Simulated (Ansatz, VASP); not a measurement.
This is a calculation of KMgF3 for Ansatz 0.2.0.

input.yaml

```yaml
crystal:
  lattice:
    - [3.9591481872, 0.0, 0.0]
    - [0.0, 3.9591481872, 0.0]
    - [0.0, 0.0, 3.9591481872]
  atoms:
    - { symbol: K, position: [0.5, 0.5, 0.5] }
    - { symbol: Mg, position: [0.0, 0.0, 0.0] }
    - { symbol: F, position: [0.0, 0.0, 0.5] }
    - { symbol: F, position: [0.0, 0.5, 0.0] }
    - { symbol: F, position: [0.5, 0.0, 0.0] }
hamiltonian:
  xc: pbesol
  pseudopotentials: { kind: paw }
kpoints:
  mp_grid: { grid: [7, 7, 7] }
scf:
  occupations: { method: fermi_dirac, width: 0.05 }
output:
  forces: true
  stress: true
  eigenvalues: true
```

Potentials or basis: Ansatz PAW.

Command:

```bash
$ ansatz run input.yaml --threads 2 --pin off --max-ram 5632MiB --backend cpu --events-out ev --progress --plain --runs-dir out
```

**Question.** Set up the same calculation for VASP 6.6.1. Potentials there: VASP PAW PBE potentials, release 64 (K_sv, Mg, F).

**Answer.** As run (the cutoff follows the program's own potentials):

The input INCAR:

```
SYSTEM = KMgF3
ALGO = Normal
EDIFF = 1E-7
ENCUT = 520
GGA = PS
ISIF = 2
ISMEAR = -1
KPAR = 2
LASPH = .True.
LCHARG = .False.
LREAL = .False.
LWAVE = .False.
NBANDS = 24
NELM = 60
PREC = Accurate
SIGMA = 0.05
```

File KPOINTS:

```
k-points
0
Gamma
  7 7 7
  0 0 0
```

Contents of POSCAR:

```
KMgF3
1.0
    3.9591481872      0.0000000000      0.0000000000
    0.0000000000      3.9591481872      0.0000000000
    0.0000000000      0.0000000000      3.9591481872
K Mg F
1 1 3
Direct
    0.5000000000      0.5000000000      0.5000000000
    0.0000000000      0.0000000000      0.0000000000
    0.0000000000      0.0000000000      0.5000000000
    0.0000000000      0.5000000000      0.0000000000
    0.5000000000      0.0000000000      0.0000000000
```

Potentials or basis: VASP PAW PBE potentials, release 64 (K_sv, Mg, F).

Launch:

```console
$ cat potpaw_PBE.64/K_sv/POTCAR potpaw_PBE.64/Mg/POTCAR potpaw_PBE.64/F/POTCAR > POTCAR
$ mpirun -np 2 vasp_std > vasp.out
```

Both were run:

|  | VASP | Ansatz | Ansatz less VASP |
| --- | --- | --- | --- |
| gap on the k mesh at the Fermi level (eV) | 7.31 | 7.33 | +0.024 |
| least direct gap on the mesh (eV) | 7.60 | 7.62 | +0.021 |
| pressure (GPa) | 1.5 | 1.9 | +0.35 |

The two sets of potentials don't hold the same shells in valence.

Caveats: the PAW data sets were made with another functional, which shifts forces and pressure a little (VASP); an odd mesh through Γ misses points on the zone boundary, where band edges often lie (VASP); odd divisions of the mesh miss points on the zone boundary, where band edges often lie, so the gap on the mesh can be too wide (Ansatz); the pressure holds a Pulay correction of +0.6 GPa for the finite cutoff (Ansatz); the PAW data sets come from PBE, with cores solved anew for the run's functional, which leaves a small shift of forces and pressure (Ansatz).
